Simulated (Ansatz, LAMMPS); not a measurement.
# Amorphous SiO2 (96 atoms): relaxation and levels of theory

Which bonds does the relaxation leave, and how do the Kohn-Sham gap, forces and pressure change with k-mesh and functional?

Calculated with Ansatz 0.2.0: Kohn-Sham DFT, PBE, PAW (set soft_2), plane waves; cutoff 420 eV, Γ point, fermi-dirac smearing of 0.025 eV.

**The cell**

Density at the start: 2.20 g/cm³. The cell holds 96 atoms: 32 Si and 64 O. Its edges and angles: a = 11.322 Å, b = 11.322 Å, c = 11.322 Å, α = 90.0°, β = 90.0°, γ = 90.0°. 96 atoms (32 Si, 64 O) placed at random at 2.2 g/cm³, melted at 5000 K for 10 ps at fixed volume with the Vashishta potential (Vashishta, Kalia, Rino and Ebbsjo, Phys. Rev. B 41, 12197 (1990)). Quenched from 5000 K to 300 K at 50 K/ps and fixed volume, held 5 ps, then minimised at fixed cell.

The atoms were relaxed with PBE. The walk converged after 9 steps, with a largest force component of 0.0277 eV/Å; it began at an r.m.s. force component of 0.71 eV/Å. The energy fell by 27.0 meV an atom.

The input of the reference single point:

```yaml
crystal:
  lattice:
    - [11.3216, 0.0, 0.0]
    - [0.0, 11.3216, 0.0]
    - [0.0, 0.0, 11.3216]
  atoms:
    - { symbol: Si, position: [0.9626, 0.73051, 0.29075] }
    - { symbol: Si, position: [0.11351, 0.26593, 0.05586] }
    - { symbol: Si, position: [0.89113, 0.07686, 0.5148] }
    - { symbol: Si, position: [0.69953, 0.78007, 0.2152] }
    [... 90 atom lines left out ...]
    - { symbol: O, position: [0.1952, 0.13459, 0.33168] }
    - { symbol: O, position: [0.0627, 0.98424, 0.21299] }
kpoints:
  mp_grid: { grid: [1, 1, 1] }
hamiltonian:
  xc: pbe
scf:
  occupations: { method: fermi_dirac, width: 0.025 }
output:
  forces: true
  stress: true
  populations: true
  dos:
    method: { smearing: { sigma: 0.08 } }
    de: 0.05
    projected: { site_lists: { O: [O], Si: [Si] } }
  eigenvalues: true
  write_density: true
  write_potential: true
  volumetric_format: npy
```

**Bonds after relaxation**

Bonds by pair of elements; cutoffs follow the first minimum of g(r), held within bounds set by covalent radii, and pairs that aren't listed don't count as bonded:

```
pair A-B  cutoff (Å)  bonds  mean length (Å)  spread (Å)  shortest (Å)  B about A  A about B
    O-Si        2.16    127             1.64       0.041          1.55       1.98       3.97
```

How many atoms have how many bonded neighbours:

```
element  mean  1   2  3   4
      O  1.98  2  61  1   0
     Si  3.97  0   0  1  31
```

**Levels of theory**

Single points at the relaxed geometry:

```
functional  k-mesh  Kohn-Sham gap (eV)  pressure (GPa)  r.m.s. force component (eV/Å)  SCF cycles     time
       PBE   1×1×1               1.657           -2.11                          0.008          10     24 s
       PBE   2×2×2               1.665           -2.11                          0.008          10  3.7 min
     HSE06   1×1×1               3.336           -6.71                          0.183          17  5.6 min
    r2SCAN   1×1×1               2.257           -6.60                          0.150          10     64 s
    PBEsol   1×1×1               1.643           -4.37                          0.058          10     24 s
```

The gap is that between the highest filled and lowest empty Kohn-Sham level on the run's k-points. Cutoffs: 420 eV for PBE, HSE06 and PBEsol; 500 eV for r2SCAN. Times come from shared hosts and are rough.

**Findings**

By these cutoffs 95 % of O atoms have 2 and 97 % of Si atoms have 4 neighbours. The Kohn-Sham gap is 1.66 eV with PBE on the 1×1×1 mesh and 1.66 eV on 2×2×2. On the 1×1×1 mesh HSE06 changes the gap by +1.68 eV against PBE. Carrying that shift over to the 2×2×2 mesh gives 1.66 + 1.68 = 3.34 eV, an estimate that takes the shift to be alike at all k-points. On the reference's mesh the gap changes with r2SCAN by +0.60 eV and PBEsol by -0.01 eV. Against the reference the pressure changes with HSE06 by -4.6 GPa, r2SCAN by -4.5 GPa and PBEsol by -2.3 GPa; a negative change means a smaller volume than PBE would take. The denser mesh moves the energy by -0.4 meV/atom and the pressure by +0.01 GPa.

Limits: All single points share the geometry relaxed with PBE. The density was set when the cell was made, as one point of a scan, and needn't be that of the real material. One sample; tail or defect levels can set the gap of a disordered cell. The quench rate of 50 K/ps is many orders above laboratory rates, so the cell is likely richer in defects and strain than a real sample. The network of bonds at the start is that of the classical potential that made the cell, and needn't be the one that DFT or experiment would give. In some runs the program notes that the exchange-correlation potential is rough where the density is thin, it cut back its work space to fit the memory limit, the exchange threshold is loose for the stress and the SCF threshold is loose for the stress.

[Logs are printed without paths, hosts, clocks, repeated set-up lines and the standing remarks that a program may print on its own settings, such as how far it seeks lower states.]

[Hosts, paths, dates, database ids (printed as entryN), source tags and the programs' standing remarks are cut or masked in the printed files.]
